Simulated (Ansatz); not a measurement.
# Sn on Mg(0001), hcp start, 2x2 cell: work function, bands and core levels, part 2 of 4

What would XPS and UPS show for Sn on Mg(0001), hcp start, 2x2 cell? Spin–orbit coupling is left out of the bands throughout.

Ansatz 0.2.0; DFT, PBE, plane-wave PAW, default files, scalar-relativistic.

So far, work function, upper face (eV): step 2 (the clean face) 3.76.

**3. Relaxing the atoms**

System of this step: Mg16Sn. The cell holds 17 atoms: 1 Sn and 16 Mg. Its edges and angles: a = 6.380 Å, b = 6.380 Å, c = 24.535 Å, α = 90.0°, β = 90.0°, γ = 60.0°. It derives from Mg. How the cell was made: adsorbate; added: Sn; site: hcp; coverage 0.25 monolayer; cell: 2x2; on one face. Regions: ad, 1 atom (1 Sn); L1, 4 atoms (4 Mg); L2, 4 atoms (4 Mg); L3, 4 atoms (4 Mg); rest, 4 atoms (4 Mg). Vacuum lies along c.

Levels and vacuum steps follow bond lengths, so the atoms are relaxed first. 8 atoms are held to stand for the bulk. A dipole correction cancels the field between unlike faces.

Contents of input.yaml:

```yaml
crystal:
  lattice:
    - [6.38, 0.0, 0.0]
    - [3.19, 5.5252420761, 0.0]
    - [0.0, 0.0, 24.535]
  atoms:
    - { symbol: Sn, position: [0.333902843, 0.333333333, 0.694314245] }
    - { symbol: Mg, position: [0.0, 0.0, 0.622987569] }
    - { symbol: Mg, position: [0.5, 0.0, 0.622987569] }
    - { symbol: Mg, position: [0.0, 0.5, 0.622987569] }
    - { symbol: Mg, position: [0.5, 0.5, 0.622987569] }
    - { symbol: Mg, position: [0.833333333, 0.333333333, 0.517220298] }
    - { symbol: Mg, position: [0.333333333, 0.333333333, 0.517220298] }
    - { symbol: Mg, position: [0.833333333, 0.833333333, 0.517220298] }
    - { symbol: Mg, position: [0.333333333, 0.833333333, 0.517220298] }
    - { symbol: Mg, position: [0.0, 0.0, 0.411453026] }
    - { symbol: Mg, position: [0.5, 0.0, 0.411453026] }
    - { symbol: Mg, position: [0.0, 0.5, 0.411453026] }
    - { symbol: Mg, position: [0.5, 0.5, 0.411453026] }
    - { symbol: Mg, position: [0.833333333, 0.333333333, 0.305685755] }
    - { symbol: Mg, position: [0.333333333, 0.333333333, 0.305685755] }
    - { symbol: Mg, position: [0.833333333, 0.833333333, 0.305685755] }
    - { symbol: Mg, position: [0.333333333, 0.833333333, 0.305685755] }
kpoints:
  mp_grid: { grid: [6, 6, 1] }
scf:
  occupations: { method: fermi_dirac, width: 0.05 }
  n_extra_bands: 14
hamiltonian:
  xc: pbe
  pseudopotentials: { kind: paw }
output:
  forces: true
  write_potential: true
  volumetric_format: []
efield:
  axis: 3
  dipole_correction: true
relax:
  f_tol: 0.03
  max_steps: 45
  constraints: [{ sites: [9, 10, 11, 12, 13, 14, 15, 16] }]
```

The run is started by

```
ansatz run input.yaml --threads 8 --pin off --max-ram 20480MiB --backend cpu --events-out ev --progress --plain --runs-dir out
```

Numbers of over 12 decimals in the logs are rounded to 6 here.

What it wrote:

```text
[...]
Crystal: 17 atoms, lattice volume = 864.884 Å³
Basis set: ecut = 420 eV, 16929 PW (Γ), exchange–correlation on 90×90×360 points (8 copies of the dense FFT grid, shifted against one another)
Bands: 101, of which v1, the nominal top of the filled ones, is band 87 counted from 1 (86 counted from 0)
Symmetry: 1 space group operations
[...]
k-points: 20 of 36 (time reversal used)
[...]
SCF iter   1: F=—  HF=-36801.551732 eV  |F-HF|=—  |Δ(HF+E_count)|=         —  Δρ=1.91e-3  dr2=1.52e0  ethr=1.77e-3  p=-0.199 e·Å  D=-4.16e-2 V/Å  ΔV_dip=1.02 eV  dr2_dipole=9.86e-1  V_vac-E_F(+/−)=4.78/3.76 eV  ⟨swp⟩=13.6  Hψ=10734  notcnv=0  defer=28
[...]
SCF iter   6: F=-36801.502410 eV  HF=-36801.502410 eV  |F-HF|=2.04e-7  |Δ(HF+E_count)|=   2.64e-6  Δρ=7.26e-6  dr2=8.07e-7  ethr=7.61e-9  p=-0.151 e·Å  D=-3.16e-2 V/Å  ΔV_dip=0.78 eV  dr2_dipole=8.40e-8  V_vac-E_F(+/−)=4.60/3.82 eV  ⟨swp⟩=10.3  Hψ=14970  notcnv=0
SCF 1 converged in 6 iterations: F = -36801.502410 eV  dr2 = 8.07e-7
[...]
relax step   1: F+E_penalty+E_count = -36801.50240965 eV  Δ(F+E_penalty+E_count) = +0.000e0 eV  max|allowed force component| = 3.350e0 eV/Å  Δτ_max = 0.0000 Å  (6 SCF iters, dr2 threshold 2.25e-5 eV, accepted)
[...]
SCF iter   5: F=-36802.134189 eV  HF=-36802.134204 eV  |F-HF|=1.52e-5  |Δ(HF+E_count)|=   3.72e-6  Δρ=4.44e-5  dr2=3.99e-5  ethr=5.75e-8  p=-0.137 e·Å  D=-2.86e-2 V/Å  ΔV_dip=0.70 eV  dr2_dipole=3.78e-8  V_vac-E_F(+/−)=4.50/3.80 eV  ⟨swp⟩=11.2  Hψ=15535  notcnv=0
SCF 2 converged in 5 iterations: F = -36802.134189 eV  dr2 = 3.99e-5
relax step   2: F+E_penalty+E_count = -36802.13418860 eV  Δ(F+E_penalty+E_count) = -6.318e-1 eV  max|allowed force component| = 9.440e-1 eV/Å  Δτ_max = 0.1948 Å  (5 SCF iters, dr2 threshold 1.00e-4 eV, accepted)
SCF iter   1: F=—  HF=-36802.264295 eV  |F-HF|=—  |Δ(HF+E_count)|=         —  Δρ=1.65e-3  dr2=3.66e-1  ethr=2.67e-3  p=-0.137 e·Å  D=-2.86e-2 V/Å  ΔV_dip=0.70 eV  dr2_dipole=1.96e-1  V_vac-E_F(+/−)=4.46/3.76 eV  ⟨swp⟩=4.5  Hψ=4384  notcnv=0  defer=29
[...]
SCF iter   4: F=-36802.249306 eV  HF=-36802.249329 eV  |F-HF|=2.32e-5  |Δ(HF+E_count)|=   3.80e-5  Δρ=3.47e-5  dr2=2.62e-5  ethr=3.20e-8  p=-0.121 e·Å  D=-2.54e-2 V/Å  ΔV_dip=0.62 eV  dr2_dipole=6.29e-6  V_vac-E_F(+/−)=4.39/3.77 eV  ⟨swp⟩=11.1  Hψ=16800  notcnv=0
SCF 3 converged in 4 iterations: F = -36802.249306 eV  dr2 = 2.62e-5
relax step   3: F+E_penalty+E_count = -36802.24930597 eV  Δ(F+E_penalty+E_count) = -1.151e-1 eV  max|allowed force component| = 1.623e-1 eV/Å  Δτ_max = 0.1969 Å  (4 SCF iters, dr2 threshold 5.57e-5 eV, accepted)
[...]
relax step   4: F+E_penalty+E_count = -36802.27002030 eV  Δ(F+E_penalty+E_count) = -2.071e-2 eV  max|allowed force component| = 3.376e-2 eV/Å  Δτ_max = 0.2000 Å  (6 SCF iters, dr2 threshold 1.65e-6 eV, accepted)
SCF iter   1: F=—  HF=-36802.271872 eV  |F-HF|=—  |Δ(HF+E_count)|=         —  Δρ=3.30e-4  dr2=5.12e-3  ethr=2.03e-5  p=-0.117 e·Å  D=-2.46e-2 V/Å  ΔV_dip=0.60 eV  dr2_dipole=1.21e-3  V_vac-E_F(+/−)=4.36/3.76 eV  ⟨swp⟩=4.8  Hψ=5148  notcnv=0  defer=71
[...]
SCF iter   6: F=-36802.271602 eV  HF=-36802.271602 eV  |F-HF|=1.16e-8  |Δ(HF+E_count)|=   9.89e-8  Δρ=1.12e-6  dr2=1.78e-8  ethr=5.75e-11  p=-0.116 e·Å  D=-2.42e-2 V/Å  ΔV_dip=0.59 eV  dr2_dipole=1.42e-9  V_vac-E_F(+/−)=4.36/3.76 eV  ⟨swp⟩=10.8  Hψ=12179  notcnv=0
SCF 5 converged in 6 iterations: F = -36802.271602 eV  dr2 = 1.78e-8
relax step   5: F+E_penalty+E_count = -36802.27160217 eV  Δ(F+E_penalty+E_count) = -1.582e-3 eV  max|allowed force component| = 1.573e-2 eV/Å  Δτ_max = 0.0495 Å  (6 SCF iters, accepted)
NSCF: frozen V_eff on 20 k-points
[...]
SCF converged after 6 iterations
Free energy (F): -36802.271602 eV
[...]
Internal energy: -36802.200661 eV  (E = F + TS)
E sigma→0 (E₀):  -36802.236131 eV
Entropy (-TS):   -0.070941 eV (-4.173 meV/atom)
Fermi energy:    0.545360 eV
Dipole field:    D = -0.024195 V/Å  (p = -0.115646 e·Å, saw-weighted, corrected)
Work function:   Φ+ = 4.3566 eV   Φ− = 3.7629 eV
[...]
--- Forces (eV/Å), atoms counted from 1 ---
  atom   1  Sn    -0.00003891    -0.00000561     0.00288083
  atom   2  Mg     0.00000186     0.00000317     0.00322229
  atom   3  Mg     0.00000740    -0.01221635    -0.01141466
  atom   4  Mg    -0.01057784     0.00610449    -0.01140727
  atom   5  Mg     0.01061032     0.00611469    -0.01142547
  atom   6  Mg    -0.00004234     0.00237117     0.01327127
  atom   7  Mg    -0.00004340    -0.00000077    -0.01573184
  atom   8  Mg    -0.00205194    -0.00115997     0.01328712
  atom   9  Mg     0.00205602    -0.00121116     0.01325402
  atom  10  Mg    -0.00012459     0.00000080     0.06548508
  atom  11  Mg     0.00011360    -0.10012896     0.03312055
  atom  12  Mg    -0.08669086     0.05011628     0.03326380
  atom  13  Mg     0.08673809     0.05001236     0.03297895
  atom  14  Mg     0.00011336    -0.01332703    -0.02864735
  atom  15  Mg    -0.00011553     0.00000031    -0.07482978
  atom  16  Mg     0.01156384     0.00661068    -0.02862335
  atom  17  Mg    -0.01151937     0.00671590    -0.02867212
  max |Σ_I F_I| component: 1.21e-5 eV/Å
--- Band table (eV; the first three rows and the last of 20) ---
  k-point 0: bands = [... 83 lower, -0.5086, -0.4752, -0.4752, -0.2457, 0.0405, 0.0409, 0.5696, 0.8170, ... 10 higher]
  k-point 1: bands = [... 83 lower, -0.2740, -0.2179, -0.1691, 0.1933, 0.2569, 0.3609, 0.7585, 1.0715, ... 10 higher]
  k-point 2: bands = [... 83 lower, -0.3517, 0.0594, 0.4969, 0.6138, 0.8174, 0.8945, 1.4043, 1.5857, ... 10 higher]
  k-point 19: bands = [... 83 lower, -0.5108, 0.1950, 0.5086, 0.6160, 0.9893, 1.6555, 1.7659, 2.1827, ... 10 higher]
--- Relaxed structure (5 steps of the walk, 5 accepted, 0 SCFs on fresh bases) ---
  F+E_penalty+E_count = -36802.27160217 eV   max|allowed force component| = 1.573e-2 eV/Å
  atoms:
    - { symbol: Sn, position: [0.333684, 0.333332, 0.712392] }
    - { symbol: Mg, position: [-0.000151383, 9.815527414188096e-7, 0.637459] }
    - { symbol: Mg, position: [0.501658, -0.0034918, 0.621463] }
    - { symbol: Mg, position: [-0.00346123, 0.501687, 0.621499] }
    - { symbol: Mg, position: [0.501716, 0.501805, 0.621427] }
    - { symbol: Mg, position: [0.835049, 0.329951, 0.517693] }
    - { symbol: Mg, position: [0.333333, 0.333333, 0.515713] }
    - { symbol: Mg, position: [0.835027, 0.835002, 0.517703] }
    - { symbol: Mg, position: [0.329930, 0.835047, 0.517683] }
    - { symbol: Mg, position: [0.0, 0.0, 0.411453] }
    - { symbol: Mg, position: [0.5, 0.0, 0.411453] }
    - { symbol: Mg, position: [2.7755575615628914e-17, 0.500000, 0.411453] }
    - { symbol: Mg, position: [0.500000, 0.500000, 0.411453] }
    - { symbol: Mg, position: [0.833333, 0.333333, 0.305685755] }
    - { symbol: Mg, position: [0.333333, 0.333333, 0.305685755] }
    - { symbol: Mg, position: [0.833333, 0.833333333, 0.305685755] }
    - { symbol: Mg, position: [0.333333, 0.833333333, 0.305685755] }
```

Wall time 1.8 min (8 threads of Arm Neoverse V1, shared host); peak memory 3.7 GiB; 14 min of CPU time.

The steps of the relaxation:

| step | energy less that of the first step (eV) | largest force component (eV/Å) |
| --- | --- | --- |
| 1 | 0.0000 | 3.3496 |
| 2 | -0.6318 | 0.9440 |
| 3 | -0.7469 | 0.1623 |
| 4 | -0.7676 | 0.0338 |
| 5 | -0.7692 | 0.0157 |

The atoms that moved most (Å):

```
atom      dx      dy      dz  length
 Sn1  -0.001   0.000   0.444   0.444
 Mg2  -0.001   0.000   0.355   0.355
 Mg5   0.017   0.010  -0.038   0.043
 Mg3  -0.001  -0.019  -0.037   0.042
 Mg4  -0.017   0.009  -0.037   0.041
 Mg7   0.000   0.000  -0.037   0.037
 Mg8   0.016   0.009   0.012   0.022
 Mg6   0.000  -0.019   0.012   0.022
```

Numbers from this step:

```
free energy               : -36802.2716 eV
energy at zero smearing   : -36802.2361 eV
smearing term TS          : 0.07094 eV
Fermi energy              : 0.5454 eV
symmetry operations       : 1
work function, upper face : 4.357 eV
work function, lower face : 3.763 eV
```

The relaxation ends 45 meV an atom lower, with a largest force component of 0.016 eV/Å on the free atoms. Between step 2 and this run (17 atoms) the value for the work function, upper face moves from 3.76 eV to 4.36 eV (+16 %).

**4. Layer-resolved bands, DOS and potential**

This is the main run. States are solved along the surface zone's path and weighed by where they lie along the normal, since photoemission sees the top layers. The cell holds 4 small cells, so the bands are unfolded.

Contents of input.yaml:

```yaml
crystal:
  lattice:
    - [6.38, 0.0, 0.0]
    - [3.19, 5.5252420761, 0.0]
    - [0.0, 0.0, 24.535]
  atoms:
    - { symbol: Sn, position: [0.3336841299, 0.3333319972, 0.7123924732] }
    - { symbol: Mg, position: [-0.000151383, 9.816e-07, 0.637458881] }
    - { symbol: Mg, position: [0.5016580216, -0.0034918043, 0.6214627515] }
    - { symbol: Mg, position: [-0.0034612336, 0.5016873076, 0.6214985005] }
    - { symbol: Mg, position: [0.5017157044, 0.5018048475, 0.6214272863] }
    - { symbol: Mg, position: [0.835049397, 0.3299511043, 0.5176931831] }
    - { symbol: Mg, position: [0.3333329282, 0.3333333237, 0.5157131048] }
    - { symbol: Mg, position: [0.8350266754, 0.8350016784, 0.5177032971] }
    - { symbol: Mg, position: [0.3299299585, 0.835047469, 0.5176829419] }
    - { symbol: Mg, position: [0.0, 0.0, 0.411453026] }
    - { symbol: Mg, position: [0.5, 0.0, 0.411453026] }
    - { symbol: Mg, position: [0.0, 0.5, 0.411453026] }
    - { symbol: Mg, position: [0.5, 0.5, 0.411453026] }
    - { symbol: Mg, position: [0.833333333, 0.333333333, 0.305685755] }
    - { symbol: Mg, position: [0.333333333, 0.333333333, 0.305685755] }
    - { symbol: Mg, position: [0.833333333, 0.833333333, 0.305685755] }
    - { symbol: Mg, position: [0.333333333, 0.833333333, 0.305685755] }
kpoints:
  mp_grid: { grid: [6, 6, 1] }
scf:
  occupations: { method: fermi_dirac, width: 0.05 }
  n_extra_bands: 25
hamiltonian:
  xc: pbe
  pseudopotentials: { kind: paw }
output:
  forces: true
  write_potential: true
  volumetric_format: []
  efg: { contact_densities: true }
  dos:
    projected:
      site_lists:
        adsorbate: [0]
        layer_1: [1, 2, 3, 4]
        layer_2: [5, 6, 7, 8]
        layer_3: [9, 10, 11, 12]
        other_layers: [13, 14, 15, 16]
    de: 0.05
    e_range: [-30, 12]
    method: { smearing: { sigma: 0.15, scheme: gaussian } }
  eigenstates:
    kpoints:
      - [0.33333333, -0.33333333, 0.0]
      - [0.25, -0.375, 0.0]
      - [0.16666667, -0.41666667, 0.0]
      - [0.08333333, -0.45833333, 0.0]
      - [0.0, 0.5, 0.0]
      - [-0.08333333, 0.45833333, 0.0]
      # [... 29 more points ...]
      - [0.25, 0.5, 0.0]
      - [0.29166667, -0.41666667, 0.0]
    e_range: [-8.0, 4.0]
    unfold:
      supercell_matrix: [[2, 0, 0], [0, 2, 0], [0, 0, 1]]
      layers:
        axis: 3
        edges: [0.142653, 0.429976, 0.430076, 0.569464, 0.569564, 0.875424]
efield:
  axis: 3
  dipole_correction: true
```

What it wrote:

```text
[...]
Sn: output.efg is read without spin–orbit coupling, which moves field gradients at and beside such atoms by some per cent and up to a factor of two; PAW files take it under magnetization.noncollinear and magnetization.spin_orbit
[...]
Crystal: 17 atoms, lattice volume = 864.884 Å³
Basis set: ecut = 420 eV, 16929 PW (Γ), exchange–correlation on 90×90×360 points (8 copies of the dense FFT grid, shifted against one another)
Bands: 112, of which v1, the nominal top of the filled ones, is band 87 counted from 1 (86 counted from 0)
Symmetry: 1 space group operations
[...]
k-points: 20 of 36 (time reversal used)
[...]
SCF iter   1: F=—  HF=-36802.341492 eV  |F-HF|=—  |Δ(HF+E_count)|=         —  Δρ=2.28e-3  dr2=2.04e0  ethr=1.77e-3  p=-0.176 e·Å  D=-3.67e-2 V/Å  ΔV_dip=0.90 eV  dr2_dipole=1.37e0  V_vac-E_F(+/−)=4.64/3.73 eV  ⟨swp⟩=12.5  Hψ=11613  notcnv=0  defer=149
[...]
SCF iter   7: F=-36802.271601 eV  HF=-36802.271601 eV  |F-HF|=3.93e-10  |Δ(HF+E_count)|=   1.18e-7  Δρ=1.60e-6  dr2=3.90e-8  ethr=5.75e-11  p=-0.116 e·Å  D=-2.42e-2 V/Å  ΔV_dip=0.59 eV  dr2_dipole=1.24e-9  V_vac-E_F(+/−)=4.36/3.76 eV  ⟨swp⟩=24.2  Hψ=17824  notcnv=0
SCF 1 converged in 7 iterations: F = -36802.271601 eV  dr2 = 3.90e-8
[...]
efield: sawtooth ramp at fractional position 0.9590 (kept from the solve that this one continues, or follows in the run), width 0.1000; the density the first Hamiltonian is built on has a dipole p = -0.116 e·Å; the dipole correction subtracts the counter field D = -2.42e-2 V/Å, which shifts the + side's vacuum level by +0.59 eV against the − side's; the planar-averaged density in the ramp window peaks in size at 8.9e-6 e/Å³
[...]
SCF converged after 7 iterations
Free energy (F): -36802.271601 eV
[...]
Internal energy: -36802.200660 eV  (E = F + TS)
E sigma→0 (E₀):  -36802.236131 eV
Entropy (-TS):   -0.070941 eV (-4.173 meV/atom)
Fermi energy:    0.540019 eV
Dipole field:    D = -0.024190 V/Å  (p = -0.115620 e·Å, saw-weighted, corrected)
Work function:   Φ+ = 4.3564 eV   Φ− = 3.7628 eV
[...]
--- Forces (eV/Å), atoms counted from 1 ---
  atom   1  Sn    -0.00003925    -0.00000556     0.00291934
  atom   2  Mg     0.00000195     0.00000318     0.00321774
  atom   3  Mg     0.00000761    -0.01221432    -0.01144187
  atom   4  Mg    -0.01057592     0.00610354    -0.01143418
  atom   5  Mg     0.01060857     0.00611366    -0.01145296
  atom   6  Mg    -0.00004252     0.00235746     0.01326847
  atom   7  Mg    -0.00004322    -0.00000074    -0.01571535
  atom   8  Mg    -0.00204003    -0.00115306     0.01328425
  atom   9  Mg     0.00204412    -0.00120446     0.01325122
  atom  10  Mg    -0.00012461     0.00000084     0.06549906
  atom  11  Mg     0.00011360    -0.10012798     0.03312781
  atom  12  Mg    -0.08669001     0.05011583     0.03327112
  atom  13  Mg     0.08673727     0.05001188     0.03298617
  atom  14  Mg     0.00011331    -0.01333696    -0.02865089
  atom  15  Mg    -0.00011549     0.00000031    -0.07485181
  atom  16  Mg     0.01157239     0.00661565    -0.02862709
  atom  17  Mg    -0.01152798     0.00672084    -0.02867566
  max |Σ_I F_I| component: 2.46e-5 eV/Å
--- PAW observables at the nuclei: V_zz in 10²¹ V/m², potentials from the cell's mean, atoms counted from 1 ---
  atom   1  Sn V_zz =    -7.587704   η = 0.0020   by run symmetry: allowed
            electrostatic potential = -8161.729313 V   contact ρ = 1236432.149131 e/Å³
  atom   2  Mg V_zz =    +1.070597   η = 0.0001   by run symmetry: allowed
            electrostatic potential = -1093.106099 V   contact ρ = 7801.037237 e/Å³
  atom   3  Mg V_zz =    -1.235019   η = 0.5506   by run symmetry: allowed
            electrostatic potential = -1093.877763 V   contact ρ = 7801.262816 e/Å³
  atom   4  Mg V_zz =    -1.235488   η = 0.5526   by run symmetry: allowed
            electrostatic potential = -1093.877019 V   contact ρ = 7801.262645 e/Å³
  atom   5  Mg V_zz =    -1.234558   η = 0.5486   by run symmetry: allowed
            electrostatic potential = -1093.878501 V   contact ρ = 7801.262985 e/Å³
  atom   6  Mg V_zz =    +0.293877   η = 0.3508   by run symmetry: allowed
            electrostatic potential = -1093.825787 V   contact ρ = 7800.780750 e/Å³
  atom   7  Mg V_zz =    +0.505139   η = 0.0014   by run symmetry: allowed
            electrostatic potential = -1093.887144 V   contact ρ = 7801.068368 e/Å³
  atom   8  Mg V_zz =    +0.292827   η = 0.3576   by run symmetry: allowed
            electrostatic potential = -1093.825507 V   contact ρ = 7800.780722 e/Å³
  atom   9  Mg V_zz =    +0.294945   η = 0.3438   by run symmetry: allowed
            electrostatic potential = -1093.826068 V   contact ρ = 7800.780770 e/Å³
  atom  10  Mg V_zz =    +0.026561   η = 0.0279   by run symmetry: allowed
            electrostatic potential = -1093.943975 V   contact ρ = 7800.794233 e/Å³
  atom  11  Mg V_zz =    +0.327328   η = 0.2461   by run symmetry: allowed
            electrostatic potential = -1093.834709 V   contact ρ = 7800.895596 e/Å³
  atom  12  Mg V_zz =    +0.326663   η = 0.2465   by run symmetry: allowed
            electrostatic potential = -1093.834772 V   contact ρ = 7800.895317 e/Å³
  atom  13  Mg V_zz =    +0.327988   η = 0.2457   by run symmetry: allowed
            electrostatic potential = -1093.834645 V   contact ρ = 7800.895869 e/Å³
  atom  14  Mg V_zz =    +1.146916   η = 0.1383   by run symmetry: allowed
            electrostatic potential = -1093.592431 V   contact ρ = 7801.218621 e/Å³
  atom  15  Mg V_zz =    +1.714184   η = 0.0001   by run symmetry: allowed
            electrostatic potential = -1093.520220 V   contact ρ = 7801.361011 e/Å³
  atom  16  Mg V_zz =    +1.146938   η = 0.1385   by run symmetry: allowed
            electrostatic potential = -1093.592444 V   contact ρ = 7801.218559 e/Å³
  atom  17  Mg V_zz =    +1.146895   η = 0.1381   by run symmetry: allowed
            electrostatic potential = -1093.592418 V   contact ρ = 7801.218683 e/Å³
--- Band table (eV; the first three rows and the last of 20) ---
  k-point 0: bands = [... 83 lower, -0.5139, -0.4806, -0.4806, -0.2510, 0.0352, 0.0356, 0.5643, 0.8117, ... 21 higher]
  k-point 1: bands = [... 83 lower, -0.2793, -0.2233, -0.1744, 0.1880, 0.2516, 0.3556, 0.7531, 1.0661, ... 21 higher]
  k-point 2: bands = [... 83 lower, -0.3571, 0.0541, 0.4916, 0.6085, 0.8121, 0.8892, 1.3990, 1.5803, ... 21 higher]
  k-point 19: bands = [... 83 lower, -0.5162, 0.1896, 0.5032, 0.6107, 0.9840, 1.6502, 1.7605, 2.1773, ... 21 higher]
```

Wall time 2.2 min (8 threads); peak memory 5.4 GiB; 17 min of CPU time.

The column dr2 measures how far the density is from self-consistency, as an energy; F and HF (Harris–Foulkes) agree once it is small.

This step gave:

* Fermi energy: 0.5400 eV
* share of occupied states in no projected shell: 0.1773 of the occupied states in the window
* DOS at the Fermi level: 8.518 states/eV/cell

A(k,E), total over k along the path and E. Zero: Fermi level.

Ten even steps from '0' (0.0 eV⁻¹) to '9' (5.5 eV⁻¹), each cell a mean:
```
323345111221001221222212223333
334152000012321000121212222334
353641111000000001122121211332
324410000110000110012222223323
343211100012222101114321221233
134110000000000000011222212441
763101110000000000111223333247
941110121100000002100211121259
112011001222222210002242235552
121201200000000001220135545410
013010022100000011101126652000
002211001222112210002120000000
000221200000110000120210000000
000031021000000002102100000000
000013101210000220021100000000
000002210012222001221000000000
000000212000000022210000000000
000000021222222202100000000000
000000002200000130000000000000
000000000022222100000000000000
000000011112222111100000000000
000000000000000000000000000000
```
Columns: k along the path (Å⁻¹) from 0 to 3.11; rows upwards: E (eV) from -7.7 to 3.7.

(Part 2 of 4 ends here.)

[Logs are printed without paths, hosts, clocks, repeated set-up lines and the standing remarks that a program may print on its own settings, such as how far it seeks lower states.]

[Hosts, paths, dates, database ids (printed as entryN), source tags and the programs' standing remarks are cut or masked in the printed files.]

[Maps of the electrostatic potential energy from Ansatz leave out the sawtooth potential of an applied field or a dipole correction, so their vacuum need not be flat; work functions include it.]
